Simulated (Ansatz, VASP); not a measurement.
## TiB: VASP beside Ansatz

The input INCAR:

```
SYSTEM = TiB
PREC = Accurate
ENCUT = 520
EDIFF = 1E-6
ISMEAR = -1
SIGMA = 0.05
LREAL = .FALSE.
LASPH = .TRUE.
NELM = 80
ALGO = Normal
ISIF = 2
LWAVE = .FALSE.
LCHARG = .TRUE.
LELF = .TRUE.
LVHAR = .TRUE.
NBANDS = 14
```

File KPOINTS:

```
Automatic mesh
0
G
  13 13 13
  0 0 0
```

POSCAR

```
TiB
1.0
    0.0000000000      2.1430200000      2.1010000000
    2.1430200000      0.0000000000      2.1010000000
    2.1430200000      2.1430200000      0.0000000000
Ti B
1 1
Direct
    0.7500000000      0.7500000000      0.7500000000
    0.0000000000      0.0000000000      0.0000000000
```

Input for Ansatz:

```yaml
crystal:
  lattice:
    - [0.0, 2.14302, 2.101]
    - [2.14302, 0.0, 2.101]
    - [2.14302, 2.14302, 0.0]
  atoms:
    - { symbol: Ti, position: [0.75, 0.75, 0.75] }
    - { symbol: B, position: [0.0, 0.0, 0.0] }
kpoints:
  mp_grid: { grid: [13, 13, 13] }
  band_path:
    path:
      - [0.0, 0.0, 0.0]
      - [0.0, 0.5, 0.5]
      - [0.25, 0.75, 0.5]
      - [0.0, 0.5, 0.0]
      - [0.0, 0.0, 0.0]
      - [0.5, 0.5, 0.0]
      - [0.38005, 0.61995, 0.0]
      - [-0.38005, 0.38005, 0.0]
      - [0.0, 0.0, 0.0]
    npoints: 5
scf:
  occupations: { method: fermi_dirac, width: 0.05 }
hamiltonian:
  xc: lda
  pseudopotentials: { kind: all_electron, lapw: { basis_error: 0.00025 } }
output:
  forces: true
  stress: true
  eigenvalues: true
```

Change from the starting cell: equal xx and yy strain of +2 %.

Alike in both runs: task single point; functional LDA; k mesh 13 × 13 × 13; occupations fermi-dirac, width 0.05 eV; no spin polarisation.

```csv
,VASP,Ansatz
version,VASP 6.6.1,Ansatz 0.2.0
potentials or method,"VASP PAW LDA potentials, release 64 (Ti_sv, B)","all-electron LAPW, scalar-relativistic"
plane-wave cutoff (eV),520,see its input
```

|  | VASP | Ansatz | Ansatz less VASP |
| --- | --- | --- | --- |
| pressure (GPa) | 89.9 | 89.8 | -0.12 |
| largest component of the traceless stress (GPa) | 2.60 | 2.62 | +0.020 |

Ansatz ran all-electron here, so the differences hold the error of VASP's frozen core and of both bases.

Caveats: the cell as given lies far from equilibrium; so large a pressure means that the cell lies far from this level's equilibrium, or that cutoff or potentials fall short (VASP).
